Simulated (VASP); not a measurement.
# H (I4/mmm) in VASP: a series of runs

One crystal, H, is run at these levels: r2SCAN; tasks: single point.

All numbers are computed with VASP 6.6.1; they aren't measurements. Logs are shortened: lines on timing, memory, paths and dates and some standing lists are left out, and cuts for length are marked.

## (1) The crystal as given

It takes space group I4/mmm (No. 139, tetragonal). Conventional cell: a = 3.383 Å, b = 3.383 Å, c = 4.117 Å, α = 90.00°, β = 90.00°, γ = 90.00°. H (site symmetry 4mm) has 1 H at 0.74 Å as nearest neighbours.

## (2) Single point, r2SCAN

Input file POSCAR:

```
H
1.0
   -1.6915344700      1.6915344700      2.0584739900
    1.6915344700     -1.6915344700      2.0584739900
    1.6915344700      1.6915344700     -2.0584739900
H
2
Direct
    0.9098622900      0.9098622900      0.0000000000
    0.0901377100      0.0901377100      0.0000000000
```

Input file INCAR.step1:

```
SYSTEM = H
ALGO = Normal
EDIFF = 1E-4
ENCUT = 520
GGA = PE
ISMEAR = 0
LASPH = .True.
LCHARG = .False.
LREAL = .False.
LWAVE = .True.
NBANDS = 8
NELM = 100
PREC = Accurate
SIGMA = 0.05
```

Input file INCAR.step2:

```
SYSTEM = H
ALGO = Normal
EDIFF = 1E-6
ENCUT = 520
ISIF = 2
ISMEAR = 0
ISTART = 1
LASPH = .True.
LCHARG = .False.
LMIXTAU = .True.
LREAL = .False.
LWAVE = .False.
METAGGA = R2SCAN
NBANDS = 8
NELM = 100
PREC = Accurate
SIGMA = 0.05
```

Input file KPOINTS:

```
k-points
0
Gamma
  10 10 10
  0 0 0
```

Potentials or basis: VASP PAW PBE potentials, release 64 (H).

On the command line:

```
$ cat potpaw_PBE.64/H/POTCAR > POTCAR
$ cp INCAR.step1 INCAR
$ mpirun -np 1 vasp_std > vasp.out
$ cp INCAR.step2 INCAR
$ mpirun -np 1 vasp_std > vasp.out
```

OUTCAR:

```text
SYSTEM = H
   EDIFF = 1E-6
   ENCUT = 520
   ISIF = 2
   ISMEAR = 0
   ISTART = 1
   LASPH = .True.
   LREAL = .False.
   METAGGA = R2SCAN
   NELM = 100
   PREC = Accurate

 ion  position               nearest neighbor table
   1  0.910  0.910  0.000-   2 0.74
   2  0.090  0.090  0.000-   1 0.74

  LATTYP: Found a body centered tetragonal cell.
 ALAT       =     3.3830689400
 C/A-ratio  =     1.2169270130

  Lattice vectors:

 A1 = (  -1.6915344700,   1.6915344700,   2.0584739900)
 A2 = (   1.6915344700,  -1.6915344700,   2.0584739900)
 A3 = (   1.6915344700,   1.6915344700,  -2.0584739900)

Analysis of symmetry for initial positions (statically):
=====================================================================
 Subroutine PRICEL returns:
 Original cell was already a primitive cell.

 Routine SETGRP: Setting up the symmetry group for a
 body centered tetragonal supercell.

 Subroutine GETGRP returns: Found 16 space group operations
 (whereof 16 operations were pure point group operations)
 out of a pool of 16 trial point group operations.

The static configuration has the point symmetry D_4h.

Analysis of symmetry for dynamics (positions and initial velocities):
=====================================================================
 Subroutine PRICEL returns:
 Original cell was already a primitive cell.

 Routine SETGRP: Setting up the symmetry group for a
 body centered tetragonal supercell.

 Subroutine GETGRP returns: Found 16 space group operations
 (whereof 16 operations were pure point group operations)
 out of a pool of 16 trial point group operations.

The dynamic configuration has the point symmetry D_4h.

 Subroutine INISYM returns: Found 16 space group operations
 (whereof 16 operations are pure point group operations),
 and found     1 'primitive' translations

----------------------------------------------------------------------------------------

                                     Primitive cell

  volume of cell :      23.5596

  direct lattice vectors                    reciprocal lattice vectors
    -1.691534470  1.691534470  2.058473990     0.000000000  0.295589602  0.242898381
     1.691534470 -1.691534470  2.058473990     0.295589602  0.000000000  0.242898381
     1.691534470  1.691534470 -2.058473990     0.295589602  0.295589602  0.000000000

  length of vectors
     3.155929799  3.155929799  3.155929799     0.382587031  0.382587031  0.418026823

  position of ions in fractional coordinates (direct lattice)
     0.909862290  0.909862290  0.000000000
     0.090137710  0.090137710  0.000000000

  ion indices of the primitive-cell ions
   primitive index   ion index
                 1           1
                 2           2

----------------------------------------------------------------------------------------

 KPOINTS: k-points

Automatic generation of k-mesh.
 Grid dimensions read from file:
 generate k-points for:   10   10   10

 Generating k-lattice:

  Cartesian coordinates                     Fractional coordinates (reciprocal lattice)
     0.000000000  0.029558960  0.024289838     0.100000000  0.000000000  0.000000000
     0.029558960  0.000000000  0.024289838     0.000000000  0.100000000  0.000000000
     0.029558960  0.029558960  0.000000000     0.000000000  0.000000000  0.100000000

  Length of vectors
     0.038258703  0.038258703  0.041802682

  Shift w.r.t. Gamma in fractional coordinates (k-lattice)
     0.000000000  0.000000000  0.000000000

 Subroutine IBZKPT returns following result:
 ===========================================

 Found    102 irreducible k-points:

 Following reciprocal coordinates:
            Coordinates               Weight
  0.000000  0.000000  0.000000      1.000000
  0.100000 -0.000000  0.000000      8.000000
  0.200000 -0.000000  0.000000      8.000000
  0.300000 -0.000000  0.000000      8.000000
  0.400000 -0.000000  0.000000      8.000000
  0.500000  0.000000  0.000000      4.000000
[... 16 lines left out ...]
  0.300000  0.300000  0.000000      8.000000
  0.400000  0.300000  0.000000     16.000000
 [... further k-points ...]
   k-points           NKPTS =    102   k-points in BZ     NKDIM =    102   number of bands    NBANDS=      8
   number of dos      NEDOS =    301   number of ions     NIONS =      2
   total plane-waves  NPLWV =  13824
   dimension x,y,z NGX =    24 NGY =   24 NGZ =   24
   dimension x,y,z NGXF=    48 NGYF=   48 NGZF=   48
   ions per type =               2
   NGX,Y,Z   is equivalent  to a cutoff of  12.64, 12.64, 12.64 a.u.
   NGXF,Y,Z  is equivalent  to a cutoff of  25.29, 25.29, 25.29 a.u.
 SYSTEM =  H
   PREC   = accura    normal or accurate (medium, high low for compatibility)
   ISTART =      1    job   : 0-new  1-cont  2-samecut
   ICHARG =      0    charge: 1-file 2-atom 10-const
   ISPIN  =      1    spin polarized calculation?
   LNONCOLLINEAR =      F non collinear calculations
   LSORBIT =      F    spin-orbit coupling
   LASPH  =      T    aspherical Exc in radial PAW
   ENCUT  =  520.0 eV  38.22 Ry    6.18 a.u.   5.87  5.87  5.87*2*pi/ulx,y,z
   NELM   =    100;   NELMIN=  2; NELMDL=  0     # of ELM steps
   EDIFF  = 0.1E-05   stopping-criterion for ELM
   LREAL  =      F    real-space projection
   EDIFFG = 0.1E-04   stopping-criterion for IOM
   NSW    =      0    number of steps for IOM
   IBRION =     -1    ionic relax: 0-MD 1-quasi-New 2-CG
   NFREE  =      0    steps in history (QN), initial steepest desc. (CG)
   ISIF   =      2    stress and relaxation
   ISYM   =      2    0-nonsym 1-usesym 2-fastsym
   POTIM  = 0.5000    time-step for ionic-motion
   TEBEG  =    0.0;   TEEND  =   0.0 temperature during run
   PSTRESS=    0.0 pullay stress
   NELECT =       2.0000    total number of electrons
   NUPDOWN=      -1.0000    fix difference up-down
   EMIN   =  10.00;   EMAX   =-10.00  energy-range for DOS
   EFERMI =   0.00;   METHOD = LEGACY
   ISMEAR =     0;   SIGMA  =   0.05  broadening in eV -4-tet -1-fermi 0-gaus
   EFERMI_NEDOS =   21; number of points for ismear=-14 and -15
   IALGO  =     38    algorithm
   IMIX   =      4    mixing-type and parameters
     AMIX     =   0.40;   BMIX     =  1.00
     AMIX_MAG =   1.60;   BMIX_MAG =  1.00
  volume/ion in A,a.u.               =      11.78        79.49
  Fermi-wavevector in a.u.,A,eV,Ry     =   0.719497  1.359653  7.043413  0.517676
  Thomas-Fermi vector in A             =   1.808708
   LORBIT       =      0    0 simple, 1 ext, 2 COOP (PROOUT), +10 PAW based schemes
   METAGGA = R2SCAN    functional components
   LHFCALC =     F    Hartree Fock is set to
   AEXX    =    0.0000 exact exchange contribution
   IVDW    =     0    specifies the selected vdW correction
   LEPSILON=     F    determine dielectric tensor
   LRPA    =     F    only Hartree local field effects (RPA)
 non-spin polarized calculation
 Gauss-broadening in eV      SIGMA  =   0.05
  energy-cutoff  :      520.00
  volume of cell :       23.56
 maximum number of plane-waves:       646
   NGX = 11   NGY = 11   NGZ = 11

 number of electron       2.0000000 magnetization

 Free energy of the ion-electron system (eV)
  ---------------------------------------------------
  ext. energy  EPLUGINS =         0.00000000
  ---------------------------------------------------
  free energy    TOTEN  =        -6.90199750 eV

  energy without entropy =       -6.90199750  energy(sigma->0) =       -6.90199750

 E-fermi :  -8.4192     XC(G=0):  -5.3753

 val. band max:       -8.6371113318   @ k =   0.5000   0.5000   0.5000
 cond. band min:       1.0278258466   @ k =   0.5000   0.0000   0.0000
 fundamental gap:      9.6649371785
 Fermi energy:        -8.4192236554

 k-point     1 :       0.0000    0.0000    0.0000
  band No.  band energies     occupation
      1     -11.0259      2.00000
      2       6.0545      0.00000
      3       9.2784      0.00000
      4      15.9202      0.00000
      5      15.9202      0.00000
      6      18.7413      0.00000
      7      18.7414      0.00000
      8      19.9920      0.00000

 k-point     2 :       0.1000   -0.0000    0.0000
  band No.  band energies     occupation
      1     -10.9036      2.00000
      2       5.4073      0.00000
      3       9.5836      0.00000
      4      14.8576      0.00000
      5      15.2258      0.00000
      6      18.4980      0.00000
      7      19.2837      0.00000
      8      19.7630      0.00000

 k-point     3 :       0.2000   -0.0000    0.0000
  band No.  band energies     occupation
      1     -10.5619      2.00000
      2       4.0414      0.00000
      3       9.9897      0.00000
      4      12.9515      0.00000
      5      14.1873      0.00000
      6      18.4076      0.00000
      7      18.8181      0.00000
      8      19.6610      0.00000

 k-point     4 :       0.3000   -0.0000    0.0000
  band No.  band energies     occupation
      1     -10.0867      2.00000
      2       2.5847      0.00000
      3      10.0532      0.00000
      4      11.6309      0.00000
      5      13.3866      0.00000
      6      17.1706      0.00000
      7      18.0987      0.00000
      8      21.0622      0.00000

 k-point     5 :       0.4000   -0.0000    0.0000
  band No.  band energies     occupation
      1      -9.6441      2.00000
      2       1.4588      0.00000
      3       9.7400      0.00000
      4      11.1512      0.00000
      5      12.9062      0.00000
      6      16.3638      0.00000
      7      18.0129      0.00000
      8      20.0055      0.00000
[... 177 lines left out ...]
 k-point    22 :      -0.2000    0.2000    0.0000
  band No.  band energies     occupation
      1     -10.4899      2.00000
      2       4.8017      0.00000
      3       7.9215      0.00000
      4      13.5392      0.00000
      5      14.0456      0.00000
      6      15.0963      0.00000
      7      18.7511      0.00000
      8      21.9175      0.00000

 k-point    23 :       0.3000    0.3000    0.0000
  band No.  band energies     occupation
      1      -9.2445      2.00000
      2       2.0667      0.00000
      3       5.4208      0.00000
      4      10.1565      0.00000
      5      12.8815      0.00000
      6      18.1212      0.00000
      7      21.3993      0.00000
      8      21.6421      0.00000

 k-point    24 :       0.4000    0.3000    0.0000
  band No.  band energies     occupation
      1      -9.1799      2.00000
      2       2.6092      0.00000
      3       4.6962      0.00000
      4       9.8342      0.00000
      5      11.7967      0.00000
      6      18.9672      0.00000
      7      20.8296      0.00000
      8      23.1090      0.00000

 [... further k-points ...]

------------------------ aborting loop because EDIFF is reached ----------------------------------------

  FORCE on cell =-STRESS in cart. coord.  units (eV):
  Direction    XX          YY          ZZ          XY          YZ          ZX
  --------------------------------------------------------------------------------------
  -------------------------------------------------------------------------------------
  Total       -0.0004694     -0.0004694      0.0001867      0.0000000      0.0000000      0.0000000
  in kB       -0.0319220     -0.0319220      0.0126978      0.0000000      0.0000000      0.0000000
  external PRESSURE =      -0.0170487 kB  Pullay stress =       0.0000000 kB

 VOLUME and BASIS-vectors are now :
 -----------------------------------------------------------------------------
  energy-cutoff  :      520.00
  volume of cell :       23.56
      direct lattice vectors                 reciprocal lattice vectors
    -1.691534470  1.691534470  2.058473990     0.000000000  0.295589602  0.242898381
     1.691534470 -1.691534470  2.058473990     0.295589602  0.000000000  0.242898381
     1.691534470  1.691534470 -2.058473990     0.295589602  0.295589602  0.000000000

 POSITION                                       TOTAL-FORCE (eV/Angst)
 -----------------------------------------------------------------------------------
      0.00000      0.00000      3.74586        -0.000000     -0.000000      0.003379
      0.00000      0.00000      0.37109         0.000000      0.000000     -0.003379
 -----------------------------------------------------------------------------------
    total drift:                               -0.000000      0.000000      0.000000

  FREE ENERGIE OF THE ION-ELECTRON SYSTEM (eV)
  ---------------------------------------------------
  free  energy   TOTEN  =        -6.9019975010 eV

  energy  without entropy=       -6.9019975010  energy(sigma->0) =       -6.90199750
```

It took 83 s on 1 thread of AMD EPYC 7R13 (Zen 3), shared host; peak memory 0.1 GiB.

What came out:

* Free energy: -6.9020 eV
* Pressure: 0.0 GPa
* Largest force: 0.003 eV/Å
* Band gap on the k mesh: 9.66 eV, indirect (least direct gap 10.48 eV)

Forces in eV/Å, atoms in the order of the input:
```
H    0.000  0.000  0.003
H    0.000  0.000 -0.003
```

Caveat: the PAW data sets were made with another functional, which shifts forces and pressure a little. r2SCAN opens gaps a little over a GGA but as a rule still falls short of measured ones.

## (3) Single point, r2SCAN

POSCAR is that of step 2.

Input file INCAR.step1:

```
SYSTEM = H
PREC = Accurate
ENCUT = 520
ISMEAR = 0
SIGMA = 0.05
LREAL = .FALSE.
LASPH = .TRUE.
NELM = 80
NBANDS = 8
GGA = PE
ALGO = Normal
EDIFF = 1E-4
LWAVE = .TRUE.
LCHARG = .FALSE.
```

Input file INCAR.step2:

```
SYSTEM = H
PREC = Accurate
ENCUT = 520
EDIFF = 1E-6
ISMEAR = 0
SIGMA = 0.05
LREAL = .FALSE.
LASPH = .TRUE.
NELM = 80
ALGO = Normal
ISIF = 2
LWAVE = .FALSE.
LCHARG = .TRUE.
METAGGA = R2SCAN
LMIXTAU = .TRUE.
LELF = .TRUE.
LVHAR = .TRUE.
NBANDS = 8
ISTART = 1
```

Input file KPOINTS:

```
regular mesh
0
G
  10 10 10
  0 0 0
```

Potentials or basis: VASP PAW PBE potentials, release 64 (H).

On the command line:

```
$ cat potpaw_PBE.64/H/POTCAR > POTCAR
$ cp INCAR.step1 INCAR
$ mpirun -np 1 vasp_std > vasp.out
$ cp INCAR.step2 INCAR
$ mpirun -np 1 vasp_std > vasp.out
```

It took 74 s on 1 thread of AMD EPYC 7R13 (Zen 3), shared host; peak memory 0.1 GiB.

It converged, with:

```
Free energy            : -6.9020 eV
Pressure               : 0.0 GPa
Largest force          : 0.003 eV/Å
Band gap on the k mesh : 9.66 eV, indirect (least direct gap 10.48 eV)
```

Forces on the atoms (eV/Å):
```
H    0.000  0.000  0.003
H    0.000  0.000 -0.003
```

Levels at points of the mesh, in eV from the valence-band top:
| k point | band 1 | band 2 | band 3 | band 4 | band 5 |
| --- | --- | --- | --- | --- | --- |
| (0.00, 0.00, 0.00) | -2.39 | 14.69 | 17.92 | 24.56 | 24.56 |
| (0.50, 0.00, 0.00) | -0.82 | 9.66 | 18.19 | 19.70 | 21.38 |
| (0.50, 0.50, 0.00) | -0.61 | 11.54 | 14.88 | 17.32 | 20.00 |
| (0.50, 0.50, 0.50) | 0.00 | 10.91 | 16.54 | 17.16 | 17.16 |

Caveat: the PAW data sets were made with another functional, which shifts forces and pressure a little.
